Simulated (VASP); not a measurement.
# FeO (I4/mmm) in VASP: a series of runs

The runs below take FeO through single point, with PBE.

Program: VASP 6.6.1. These are calculated values, not measurements. Logs are shortened: lines on timing, memory, paths and dates and some standing lists are left out, and cuts for length are marked.

**1. The crystal as given**

Symmetry: I4/mmm, No. 139, tetragonal system. Conventional cell: a = 3.204 Å, b = 3.204 Å, c = 4.167 Å, α = 90.00°, β = 90.00°, γ = 90.00°. Fe (site symmetry 4/mmm) has 6 O at 2.08 to 2.27 Å as nearest neighbours. O (site symmetry 4/mmm) has 6 Fe at 2.08 to 2.27 Å as nearest neighbours.

The cell comes from a database or a generator and needn't be the stable form of this composition.

**2. Single point, PBE, collinear spin, ferromagnetic start**

INCAR reads:

```
SYSTEM = FeO
PREC     = Accurate       ! precision mode
ENCUT    = 400            ! plane-wave cutoff, eV
EDIFF    = 1E-6           ! SCF threshold, eV
ISMEAR   = -5             ! smearing method
SIGMA    = 0.05           ! smearing width, eV
LREAL    = .FALSE.        ! projectors in reciprocal space
LASPH    = .TRUE.         ! aspherical terms in the spheres
NELM     = 100            ! most SCF steps
ALGO     = Normal         ! electronic algorithm
ISIF     = 2              ! what is computed and relaxed
LWAVE    = .FALSE.        ! write WAVECAR
LCHARG   = .FALSE.        ! write CHGCAR
ISPIN    = 2              ! spin polarisation
MAGMOM   = 3 0            ! initial moments
LORBIT   = 11             ! projections on sites
LMAXMIX  = 4              ! l up to which the mixer works
GGA      = PE             ! functional
ADDGRID  = .FALSE.
```

KPOINTS reads:

```
Automatic mesh
0
G
  7 7 7
  0 0 0
```

POSCAR reads:

```
FeO
1.0
   -1.6021034130      1.6021034130      2.0833922500
    1.6021034130     -1.6021034130      2.0833922500
    1.6021034130      1.6021034130     -2.0833922500
Fe O
1 1
Direct
    0.0000000000      0.0000000000      0.0000000000
    0.5000000000      0.5000000000      0.0000000000
```

Potentials or basis: VASP PAW PBE potentials, release 64 (Fe, O).

Run with:

```
$ cat potpaw_PBE.64/Fe/POTCAR potpaw_PBE.64/O/POTCAR > POTCAR
$ mpirun -np 1 vasp_std > vasp.out
```

OUTCAR:

```text
SYSTEM = FeO
   PREC = Accurate
   ENCUT = 400
   EDIFF = 1E-6
   ISMEAR = -5
   LREAL = .FALSE.
   LASPH = .TRUE.
   NELM = 100
   ISIF = 2
   ISPIN = 2
   LORBIT = 11
   GGA = PE

 Found     40 irreducible k-points:

 Following reciprocal coordinates:
            Coordinates               Weight
  0.000000  0.000000  0.000000      1.000000
  0.142857  0.000000 -0.000000      8.000000
  0.285714  0.000000  0.000000      8.000000
  0.428571  0.000000 -0.000000      8.000000
  0.142857  0.142857 -0.000000      8.000000
  0.285714  0.142857 -0.000000     16.000000
   k-points           NKPTS =     40   k-points in BZ     NKDIM =     40   number of bands    NBANDS=     13
   number of dos      NEDOS =    301   number of ions     NIONS =      2
   total plane-waves  NPLWV =   8000
   dimension x,y,z NGX =    20 NGY =   20 NGZ =   20
   dimension x,y,z NGXF=    40 NGYF=   40 NGZF=   40
   ions per type =               1   1
   NGX,Y,Z   is equivalent  to a cutoff of  10.80, 10.80, 10.80 a.u.
   NGXF,Y,Z  is equivalent  to a cutoff of  21.60, 21.60, 21.60 a.u.
 SYSTEM =  FeO
   PREC   = accura    normal or accurate (medium, high low for compatibility)
   ISTART =      0    job   : 0-new  1-cont  2-samecut
   ICHARG =      2    charge: 1-file 2-atom 10-const
   ISPIN  =      2    spin polarized calculation?
   LNONCOLLINEAR =      F non collinear calculations
   LSORBIT =      F    spin-orbit coupling
   LASPH  =      T    aspherical Exc in radial PAW
   ENCUT  =  400.0 eV  29.40 Ry    5.42 a.u.   5.02  5.02  5.02*2*pi/ulx,y,z
   NELM   =    100;   NELMIN=  2; NELMDL= -5     # of ELM steps
   EDIFF  = 0.1E-05   stopping-criterion for ELM
   LREAL  =      F    real-space projection
   EDIFFG = 0.1E-04   stopping-criterion for IOM
   NSW    =      0    number of steps for IOM
   IBRION =     -1    ionic relax: 0-MD 1-quasi-New 2-CG
   NFREE  =      0    steps in history (QN), initial steepest desc. (CG)
   ISIF   =      2    stress and relaxation
   ISYM   =      2    0-nonsym 1-usesym 2-fastsym
   POTIM  = 0.5000    time-step for ionic-motion
   TEBEG  =    0.0;   TEEND  =   0.0 temperature during run
   PSTRESS=    0.0 pullay stress
   NELECT =      14.0000    total number of electrons
   NUPDOWN=      -1.0000    fix difference up-down
   EMIN   =  10.00;   EMAX   =-10.00  energy-range for DOS
   EFERMI =   0.00;   METHOD = LEGACY
   ISMEAR =    -5;   SIGMA  =   0.05  broadening in eV -4-tet -1-fermi 0-gaus
   EFERMI_NEDOS =   21; number of points for ismear=-14 and -15
   IALGO  =     38    algorithm
   IMIX   =      4    mixing-type and parameters
     AMIX     =   0.40;   BMIX     =  1.00
     AMIX_MAG =   1.60;   BMIX_MAG =  1.00
  volume/ion in A,a.u.               =      10.70        72.17
  Fermi-wavevector in a.u.,A,eV,Ry     =   1.421391  2.686039 27.488551  2.020352
  Thomas-Fermi vector in A             =   2.542205
   LORBIT       =     11    0 simple, 1 ext, 2 COOP (PROOUT), +10 PAW based schemes
   GGA     = PE    functional components
   LHFCALC =     F    Hartree Fock is set to
   AEXX    =    0.0000 exact exchange contribution
   IVDW    =     0    specifies the selected vdW correction
   LEPSILON=     F    determine dielectric tensor
   LRPA    =     F    only Hartree local field effects (RPA)
 spin polarized calculation
 Fermi weights with tetrahedron method with Bloechl corrections
  energy-cutoff  :      400.00
  volume of cell :       21.39
 maximum number of plane-waves:       406
   NGX =  9   NGY =  9   NGZ =  9

 number of electron      13.9999993 magnetization       4.0000186

 Free energy of the ion-electron system (eV)
  ---------------------------------------------------
  ext. energy  EPLUGINS =         0.00000000
  ---------------------------------------------------
  free energy    TOTEN  =       -14.88073140 eV

  energy without entropy =      -14.88073140  energy(sigma->0) =      -14.88073140

 E-fermi :   5.4742     XC(G=0): -11.7929

 val. band max:        5.5605187496   @ k =   0.2857   0.2857   0.1429
 cond. band min:       5.2694536266   @ k =   0.0000   0.0000   0.0000
 fundamental gap:     -0.2910651231
 Fermi energy:         5.4742238040

 spin component 1

 k-point     1 :       0.0000    0.0000    0.0000
  band No.  band energies     occupation
      1     -14.7530      1.00000
      2       1.5924      1.00000
      3       1.5924      1.00000
      4       1.7361      1.00000
      5       1.7452      1.00000
      6       1.8624      1.00000
      7       1.9504      1.00000
      8       1.9674      1.00000
      9       1.9674      1.00000
     10       5.3818      0.00458
     11      20.8348      0.00000
     12      22.0449      0.00000
     13      22.0449      0.00000

 k-point     2 :       0.1429    0.0000   -0.0000
  band No.  band energies     occupation
      1     -14.5802      1.00000
      2       0.3173      1.00000
      3       0.6110      1.00000
      4       0.6823      1.00000
      5       1.7665      1.00000
      6       1.9330      1.00000
      7       2.1894      1.00000
      8       3.0351      1.00000
      9       3.2235      1.00000
     10       6.5948     -0.00014
     11      18.0013      0.00000
     12      20.6238      0.00000
     13      21.7063      0.00000

 k-point     3 :       0.2857    0.0000    0.0000
  band No.  band energies     occupation
      1     -14.1613      1.00000
      2      -1.4660      1.00000
      3      -0.3332      1.00000
      4      -0.2009      1.00000
      5       2.1056      1.00000
      6       2.1793      1.00000
      7       2.5366      1.00000
      8       4.0265      1.00000
      9       4.4284      1.00000
     10       8.4081      0.00000
     11      15.0208      0.00000
     12      18.3211      0.00000
     13      20.1580      0.00000

 k-point     4 :       0.4286    0.0000   -0.0000
  band No.  band energies     occupation
      1     -13.7875      1.00000
      2      -2.6016      1.00000
      3      -0.8404      1.00000
      4      -0.6794      1.00000
      5       2.3737      1.00000
      6       2.3979      1.00000
      7       2.9199      1.00000
      8       4.6032      1.00000
      9       5.1815      1.00000
     10       9.3216      0.00000
     11      13.5537      0.00000
     12      16.9108      0.00000
     13      18.8586      0.00000

 k-point     5 :       0.1429    0.1429   -0.0000
  band No.  band energies     occupation
      1     -14.3110      1.00000
      2      -0.9187      1.00000
      3      -0.1713      1.00000
      4       0.4218      1.00000
      5       1.9994      1.00000
      6       2.0237      1.00000
      7       2.6020      1.00000
      8       2.8817      1.00000
      9       4.2944      1.00000
     10       8.0874     -0.00009
     11      16.3477      0.00000
     12      17.9300      0.00000
     13      21.6025      0.00000

 k-point     6 :       0.2857    0.1429   -0.0000
  band No.  band energies     occupation
      1     -13.9223      1.00000
      2      -2.0235      1.00000
      3      -0.6971      1.00000
      4      -0.3500      1.00000
      5       2.2056      1.00000
      6       2.2642      1.00000
      7       2.8418      1.00000
      8       3.5372      1.00000
      9       5.0059      1.00000
     10       9.7151      0.00000
     11      14.2818      0.00000
     12      16.2505      0.00000
     13      19.5737      0.00000

 [... further k-points ...]

 spin component 2

 k-point     1 :       0.0000    0.0000    0.0000
  band No.  band energies     occupation
      1     -14.2335      1.00000
      2       2.2127      1.00000
      3       2.5370      1.00000
      4       2.5370      1.00000
      5       4.7814      1.00000
      6       4.7814      1.00482
      7       5.0232      1.05186
      8       5.2695      0.25809
      9       5.6339      0.00000
     10       6.6245      0.00000
     11      20.7628      0.00000
     12      22.8799      0.00000
     13      22.9584      0.00000

 k-point     2 :       0.1429    0.0000   -0.0000
  band No.  band energies     occupation
      1     -14.0585      1.00000
      2       1.1251      1.00000
      3       1.8704      1.00000
      4       2.0434      1.00000
      5       5.0070      1.00000
      6       5.0461      1.09343
      7       5.1334      1.06012
      8       6.1103     -0.01584
      9       6.1301      0.00000
     10       7.6154      0.00000
     11      18.6474      0.00000
     12      21.7148      0.00000
     13      22.5686      0.00000

 k-point     3 :       0.2857    0.0000    0.0000
  band No.  band energies     occupation
      1     -13.6344      1.00000
      2      -0.6959      1.00000
      3       1.1001      1.00000
      4       1.2784      1.00000
      5       5.4037      0.95590
      6       5.4755      0.26325
      7       5.5409      0.05659
      8       7.0475      0.00000
      9       7.3260      0.00000
     10       9.2629      0.00000
     11      15.9104      0.00000
     12      19.3579      0.00000
     13      21.0925      0.00000

 k-point     4 :       0.4286    0.0000   -0.0000
  band No.  band energies     occupation
      1     -13.2553      1.00000
      2      -1.8597      1.00000
      3       0.6330      1.00000
      4       0.8166      1.00000
      5       5.6688      0.05174
      6       5.9494     -0.00011
      7       6.0138      0.00000
      8       7.6842      0.00000
      9       8.1896      0.00000
     10       9.8846      0.00000
     11      14.6232      0.00000
     12      17.8239      0.00000
     13      19.7286      0.00000

 k-point     5 :       0.1429    0.1429   -0.0000
  band No.  band energies     occupation
      1     -13.7859      1.00000
      2      -0.0565      1.00000
      3       1.3022      1.00000
      4       1.5741      1.00000
      5       5.1611      1.00122
      6       5.4171      0.43097
      7       5.6146      0.08464
      8       5.8227     -0.00079
      9       7.1821      0.00000
     10       9.1338      0.00000
     11      17.0908      0.00000
     12      19.0223      0.00000
     13      22.7974      0.00000

 k-point     6 :       0.2857    0.1429   -0.0000
  band No.  band energies     occupation
      1     -13.3895      1.00000
      2      -1.2204      1.00000
      3       0.7600      1.00000
      4       0.8554      1.00000
      5       5.4016      0.91665
      6       5.7429     -0.00666
      7       6.0263     -0.00744
      8       6.5722      0.00000
      9       8.0024      0.00000
     10      10.5824      0.00000
     11      15.1928      0.00000
     12      17.2468      0.00000
     13      20.5992      0.00000

 [... further k-points ...]

------------------------ aborting loop because EDIFF is reached ----------------------------------------

  FORCE on cell =-STRESS in cart. coord.  units (eV):
  Direction    XX          YY          ZZ          XY          YZ          ZX
  --------------------------------------------------------------------------------------
  -------------------------------------------------------------------------------------
  Total       -2.1064245     -2.1064245     -1.3380651      0.0000000      0.0000000      0.0000000
  in kB     -157.7772360   -157.7772360   -100.2249180      0.0000000      0.0000000      0.0000000
  external PRESSURE =    -138.5931300 kB  Pullay stress =       0.0000000 kB

 VOLUME and BASIS-vectors are now :
 -----------------------------------------------------------------------------
  energy-cutoff  :      400.00
  volume of cell :       21.39
      direct lattice vectors                 reciprocal lattice vectors
    -1.602103413  1.602103413  2.083392250     0.000000000  0.312089717  0.239993213
     1.602103413 -1.602103413  2.083392250     0.312089717  0.000000000  0.239993213
     1.602103413  1.602103413 -2.083392250     0.312089717  0.312089717  0.000000000

 POSITION                                       TOTAL-FORCE (eV/Angst)
 -----------------------------------------------------------------------------------
      0.00000      0.00000      0.00000        -0.000000      0.000000     -0.000000
      0.00000      0.00000      2.08339         0.000000      0.000000      0.000000
 -----------------------------------------------------------------------------------
    total drift:                               -0.000000     -0.000000      0.000000

  FREE ENERGIE OF THE ION-ELECTRON SYSTEM (eV)
  ---------------------------------------------------
  free  energy   TOTEN  =       -14.8807313961 eV

  energy  without entropy=      -14.8807313961  energy(sigma->0) =      -14.88073140

 total charge

# of ion       s       p       d       tot
------------------------------------------
    1        0.277   0.326   6.051   6.654
    2        1.582   3.423   0.000   5.005
--------------------------------------------------
tot          1.859   3.749   6.051  11.659

 magnetization (x)

# of ion       s       p       d       tot
------------------------------------------
    1        0.030   0.020   3.569   3.619
    2        0.027   0.267   0.000   0.295
--------------------------------------------------
tot          0.058   0.287   3.569   3.914
```

Wall time 20 s (1 thread of Intel Xeon Platinum 8488C (Sapphire Rapids), shared host); peak memory 0.14 GiB.

These settings aren't checked as converged: the numbers below hold their error.

What came out:

* Free energy: -14.8807 eV
* Band gap on the k mesh: none (metal or under the smearing width)
* Net moment: 4.00 μB per cell
* Site moments: Fe +3.62; O +0.29 μB
* Valence electrons inside the program's atomic spheres: Fe 6.65; O 5.00

Caveat: the k mesh is coarse (spacing up to 0.40 Å⁻¹), so the values aren't converged; the cutoff is under 1.25 times the usual one of these potentials, so pressure, stress and relaxed cells hold a basis-set (Pulay) error; a cell with one magnetic atom can't hold antiferromagnetic order, which such compounds often take; semilocal functionals often make such compounds metallic where correlation or magnetic order opens a gap, which also shifts bond lengths; tetrahedron occupations give inexact forces and stress in metals.

**3. Single point, PBE, collinear spin, ferromagnetic start**

INCAR, as its differences from that of step 2:

```diff
@@ -2,5 +2,5 @@
 PREC     = Accurate       ! precision mode
-ENCUT    = 400            ! plane-wave cutoff, eV
+ENCUT    = 900            ! plane-wave cutoff, eV
 EDIFF    = 1E-6           ! SCF threshold, eV
-ISMEAR   = -5             ! smearing method
+ISMEAR   = 0              ! smearing method
 SIGMA    = 0.05           ! smearing width, eV
```

KPOINTS reads:

```
Automatic mesh
0
G
  5 5 5
  0 0 0
```

POSCAR is that of step 2.

Potentials or basis: VASP PAW PBE potentials, release 64 (Fe, O).

Run with:

```
$ cat potpaw_PBE.64/Fe/POTCAR potpaw_PBE.64/O/POTCAR > POTCAR
$ mpirun -np 1 vasp_std > vasp.out
```

It took 41 s on 1 thread of Intel Xeon Platinum 8488C (Sapphire Rapids), shared host; peak memory 0.19 GiB.

These settings aren't checked as converged: the numbers below hold their error.

What came out:

```yaml
Free_energy: -14.8804 eV
Pressure: -8.6 GPa
Band_gap_on_the_k_mesh: none (metal or under the smearing width)
Net_moment: 4.02 μB per cell
Site_moments: Fe +3.63; O +0.30 μB
Valence_electrons_inside_the_program's_atomic_spheres: Fe 6.66; O 4.96
```

Caveat: the k mesh is coarse (spacing up to 0.55 Å⁻¹), so the values aren't converged; a cell with one magnetic atom can't hold antiferromagnetic order, which such compounds often take; semilocal functionals often make such compounds metallic where correlation or magnetic order opens a gap, which also shifts bond lengths.

**4. For comparison**

An earlier run on the cell as given: functional PBE; potentials or basis VASP PAW PBE potentials, release 64 (Fe, O); cutoff 520 eV; k mesh 12 × 12 × 12; occupations fermi-dirac, width 0.05 eV; collinear spin, ferromagnetic start; starting moments [3.0, 0.0] μB.

* Pressure: -8.7 GPa
* Band gap on the k mesh: none (metal or under the smearing width)
* Net moment: 4.00 μB per cell
* Site moments: Fe +3.62; O +0.29 μB
* Valence electrons inside the program's atomic spheres: Fe 6.66; O 4.97
